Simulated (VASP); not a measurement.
# BeSe (F-43m) in VASP: density of states with PBE

Aim: the density of states of BeSe with PBE.

Program: VASP 6.6.1. These are calculated values, not measurements. Logs are shortened: lines on timing, memory, paths and dates and some standing lists are left out, and cuts for length are marked.

## (1) Starting point

It takes space group F-43m (No. 216, cubic). Conventional cell: a = 5.070 Å, b = 5.070 Å, c = 5.070 Å, α = 90.00°, β = 90.00°, γ = 90.00°. Around Be (site symmetry -43m) lie 4 Se at 2.20 Å. Se (site symmetry -43m) has 4 Be at 2.20 Å as nearest neighbours.

## (2) Density of states, PBE

Contents of POSCAR:

```
BeSe
1.0
    0.0000000000      2.5350000000      2.5350000000
    2.5350000000      0.0000000000      2.5350000000
    2.5350000000      2.5350000000      0.0000000000
Be Se
1 1
Direct
    0.0000000000      0.0000000000      0.0000000000
    0.7500000000      0.7500000000      0.7500000000
```

Contents of INCAR.step1:

```
SYSTEM = BeSe
ALGO = Normal
EDIFF = 1E-7
ENCUT = 520
GGA = PE
ISIF = 2
ISMEAR = -1
LASPH = .True.
LCHARG = .True.
LREAL = .False.
LWAVE = .False.
NBANDS = 11
NELM = 100
PREC = Accurate
SIGMA = 0.02
```

Contents of KPOINTS.step1:

```
k-points
0
Gamma
  10 10 10
  0 0 0
```

Contents of INCAR.step2:

```
SYSTEM = BeSe
ALGO = Normal
EDIFF = 1E-7
ENCUT = 520
GGA = PE
ICHARG = 11
ISIF = 2
ISMEAR = -5
LASPH = .True.
LCHARG = .False.
LORBIT = 11
LREAL = .False.
LWAVE = .False.
NEDOS = 1001
NELM = 100
PREC = Accurate
SIGMA = 0.02
```

Contents of KPOINTS.step2:

```
k-points
0
Gamma
  15 15 15
  0 0 0
```

Potentials or basis: VASP PAW PBE potentials, release 64 (Be, Se).

On the command line:

```
cat potpaw_PBE.64/Be/POTCAR potpaw_PBE.64/Se/POTCAR > POTCAR
cp INCAR.step1 INCAR
cp KPOINTS.step1 KPOINTS
mpirun -np 1 vasp_std > vasp.out
cp INCAR.step2 INCAR
cp KPOINTS.step2 KPOINTS
mpirun -np 1 vasp_std > vasp.out
```

OUTCAR:

```text
SYSTEM = BeSe
   EDIFF = 1E-7
   ENCUT = 520
   GGA = PE
   ICHARG = 11
   ISIF = 2
   ISMEAR = -5
   LASPH = .True.
   LORBIT = 11
   LREAL = .False.
   NELM = 100
   PREC = Accurate

 ion  position               nearest neighbor table
   1  0.000  0.000  0.000-   2 2.20   2 2.20   2 2.20   2 2.20
   2  0.750  0.750  0.750-   1 2.20   1 2.20   1 2.20   1 2.20

  LATTYP: Found a face centered cubic cell.
 ALAT       =     5.0700000000

  Lattice vectors:

 A1 = (   0.0000000000,   2.5350000000,   2.5350000000)
 A2 = (   2.5350000000,   0.0000000000,   2.5350000000)
 A3 = (   2.5350000000,   2.5350000000,   0.0000000000)

Analysis of symmetry for initial positions (statically):
=====================================================================
 Subroutine PRICEL returns:
 Original cell was already a primitive cell.

 Routine SETGRP: Setting up the symmetry group for a
 face centered cubic supercell.

 Subroutine GETGRP returns: Found 24 space group operations
 (whereof 24 operations were pure point group operations)
 out of a pool of 48 trial point group operations.

The static configuration has the point symmetry T_d .

Analysis of symmetry for dynamics (positions and initial velocities):
=====================================================================
 Subroutine PRICEL returns:
 Original cell was already a primitive cell.

 Routine SETGRP: Setting up the symmetry group for a
 face centered cubic supercell.

 Subroutine GETGRP returns: Found 24 space group operations
 (whereof 24 operations were pure point group operations)
 out of a pool of 48 trial point group operations.

The dynamic configuration has the point symmetry T_d .

 Subroutine INISYM returns: Found 24 space group operations
 (whereof 24 operations are pure point group operations),
 and found     1 'primitive' translations

----------------------------------------------------------------------------------------

                                     Primitive cell

  volume of cell :      32.5810

  direct lattice vectors                    reciprocal lattice vectors
     0.000000000  2.535000000  2.535000000    -0.197238659  0.197238659  0.197238659
     2.535000000  0.000000000  2.535000000     0.197238659 -0.197238659  0.197238659
     2.535000000  2.535000000  0.000000000     0.197238659  0.197238659 -0.197238659

  length of vectors
     3.585031381  3.585031381  3.585031381     0.341627378  0.341627378  0.341627378

  position of ions in fractional coordinates (direct lattice)
[... 94 lines left out ...]
   EMIN   =  10.00;   EMAX   =-10.00  energy-range for DOS
   EFERMI =   0.00;   METHOD = LEGACY
   ISMEAR =    -5;   SIGMA  =   0.02  broadening in eV -4-tet -1-fermi 0-gaus
   EFERMI_NEDOS =   21; number of points for ismear=-14 and -15
   IALGO  =     38    algorithm
   IMIX   =      4    mixing-type and parameters
     AMIX     =   0.40;   BMIX     =  1.00
     AMIX_MAG =   1.60;   BMIX_MAG =  1.00
  volume/ion in A,a.u.               =      16.29       109.93
  Fermi-wavevector in a.u.,A,eV,Ry     =   1.025141  1.937235 14.298549  1.050914
  Thomas-Fermi vector in A             =   2.158965
   LORBIT       =     11    0 simple, 1 ext, 2 COOP (PROOUT), +10 PAW based schemes
   GGA     = PE    functional components
   LHFCALC =     F    Hartree Fock is set to
   AEXX    =    0.0000 exact exchange contribution
   IVDW    =     0    specifies the selected vdW correction
   LEPSILON=     F    determine dielectric tensor
   LRPA    =     F    only Hartree local field effects (RPA)
 non-spin polarized calculation
 Fermi weights with tetrahedron method with Bloechl corrections
  energy-cutoff  :      520.00
  volume of cell :       32.58
 maximum number of plane-waves:       901

 number of electron       8.0000001 magnetization

 Free energy of the ion-electron system (eV)
  ---------------------------------------------------
  ext. energy  EPLUGINS =         0.00000000
  ---------------------------------------------------
  free energy    TOTEN  =        -8.82172673 eV

  energy without entropy =       -8.82172673  energy(sigma->0) =       -8.82172673

 E-fermi :   3.7828     XC(G=0):  -9.6088

 val. band max:        3.7827717583   @ k =   0.0000   0.0000   0.0000
 cond. band min:       6.3346360260   @ k =   0.4667   0.4667   0.0000
 fundamental gap:      2.5518642677
 Fermi energy:         3.7828126359

 k-point     1 :       0.0000    0.0000    0.0000
  band No.  band energies     occupation
      1     -10.3085      2.00000
      2       3.7828      2.00000
      3       3.7828      2.00000
      4       3.7828      2.00000
      5       8.4763      0.00000
      6       8.7797      0.00000
      7       8.7797      0.00000
      8       8.7797      0.00000
[... 243 lines left out ...]
 k-point    24 :       0.2000    0.1333    0.0000
  band No.  band energies     occupation
      1      -9.8980      2.00000
      2       1.6936      2.00000
      3       2.7641      2.00000
      4       2.8915      2.00000
      5       8.1874      0.00000
      6       9.8859      0.00000
      7      10.4145      0.00000
      8      10.7519      0.00000

 [... further k-points ...]

------------------------ aborting loop because EDIFF is reached ----------------------------------------

  FORCE on cell =-STRESS in cart. coord.  units (eV):
  Direction    XX          YY          ZZ          XY          YZ          ZX
  --------------------------------------------------------------------------------------
  -------------------------------------------------------------------------------------
  Total        1.1365972      1.1365972      1.1365972     -0.0000000      0.0000000     -0.0000000
  in kB       55.8924688     55.8924688     55.8924688     -0.0000000      0.0000000     -0.0000000
  external PRESSURE =      55.8924688 kB  Pullay stress =       0.0000000 kB

 VOLUME and BASIS-vectors are now :
 -----------------------------------------------------------------------------
  energy-cutoff  :      520.00
  volume of cell :       32.58
      direct lattice vectors                 reciprocal lattice vectors
     0.000000000  2.535000000  2.535000000    -0.197238659  0.197238659  0.197238659
     2.535000000  0.000000000  2.535000000     0.197238659 -0.197238659  0.197238659
     2.535000000  2.535000000  0.000000000     0.197238659  0.197238659 -0.197238659

 POSITION                                       TOTAL-FORCE (eV/Angst)
 -----------------------------------------------------------------------------------
      0.00000      0.00000      0.00000         0.000000     -0.000000     -0.000000
      3.80250      3.80250      3.80250        -0.000000      0.000000      0.000000
 -----------------------------------------------------------------------------------
    total drift:                               -0.000000     -0.000000     -0.000000

  FREE ENERGIE OF THE ION-ELECTRON SYSTEM (eV)
  ---------------------------------------------------
  free  energy   TOTEN  =        -8.8217267259 eV

  energy  without entropy=       -8.8217267259  energy(sigma->0) =       -8.82172673

 total charge

# of ion       s       p       d       tot
------------------------------------------
    1        0.392   0.648   0.000   1.039
    2        1.424   2.552   0.035   4.011
--------------------------------------------------
tot          1.815   3.199   0.035   5.050
```

Run time: 31 s. Hardware: 1 thread of Intel Xeon Platinum 8259CL at 2.50GHz (Skylake/Cascade Lake), shared host; peak memory 0.17 GiB.

Results:

| Property | Result |
| --- | --- |
| Valence electrons inside the program's atomic spheres | Be 1.04; Se 4.01 |

States per cell in windows of 1 eV (zero at the valence-band top; states under -8 eV left out):
| from (eV) | total | Se2_p | Be1_p | Be1_s | Se2_d | Se2_s | Be1_d |
| --- | --- | --- | --- | --- | --- | --- | --- |
| -8.0 | 0.00 | 0.00 | 0.00 | 0.00 | 0.00 | 0.00 | 0.00 |
| -7.0 | 0.00 | 0.00 | 0.00 | 0.00 | 0.00 | 0.00 | 0.00 |
| -6.0 | 0.79 | 0.27 | 0.04 | 0.10 | 0.00 | 0.01 | 0.00 |
| -5.0 | 0.96 | 0.34 | 0.05 | 0.12 | 0.00 | 0.02 | 0.00 |
| -4.0 | 1.03 | 0.41 | 0.10 | 0.06 | 0.01 | 0.02 | 0.00 |
| -3.0 | 1.46 | 0.64 | 0.19 | 0.04 | 0.01 | 0.01 | 0.00 |
| -2.0 | 1.35 | 0.67 | 0.18 | 0.01 | 0.01 | 0.01 | 0.00 |
| -1.0 | 0.41 | 0.23 | 0.04 | 0.00 | 0.00 | 0.00 | 0.00 |
| 0.0 | 0.00 | 0.00 | 0.00 | 0.00 | 0.00 | 0.00 | 0.00 |
| 1.0 | 0.00 | 0.00 | 0.00 | 0.00 | 0.00 | 0.00 | 0.00 |
| 2.0 | 0.03 | 0.00 | 0.00 | 0.00 | 0.00 | 0.00 | 0.00 |
| 3.0 | 0.31 | 0.01 | 0.05 | 0.01 | 0.03 | 0.02 | 0.00 |
| 4.0 | 1.10 | 0.04 | 0.19 | 0.09 | 0.11 | 0.07 | 0.00 |
| 5.0 | 1.35 | 0.09 | 0.25 | 0.10 | 0.15 | 0.05 | 0.00 |
| 6.0 | 1.51 | 0.16 | 0.29 | 0.10 | 0.17 | 0.04 | 0.00 |
| 7.0 | 1.19 | 0.16 | 0.23 | 0.08 | 0.13 | 0.03 | 0.00 |
